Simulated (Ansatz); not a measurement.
Theory: DFT PBE, scalar-relativistic, plane waves, PAW in Ansatz 0.2.0.

Cutoff 420 eV; k points 12×12×12 on the computed 2-atom cell (Γ-centred); Gaussian smearing, width 0.10 eV; no spin polarisation.

Structure with the computed forces (eV/Å) in the last three columns:

```xyz
2
Lattice="-2.1444 2.1357 7.6773 2.1444 -2.1357 7.6773 2.1444 2.1357 -7.6773" Properties=species:S:1:pos:R:3:forces:R:3 pbc="T T T" pressure_GPa=0.40
K     2.1444    0.0000    3.6955    0.0000    0.0000    0.1720
K     0.0000    0.0000    7.8204    0.0000    0.0000   -0.1720
```

Stress tensor (GPa, compression positive):

```
0.15 0.00 0.00
0.00 0.50 0.00
0.00 0.00 0.55
```

This form isn't the element's structure at ambient conditions.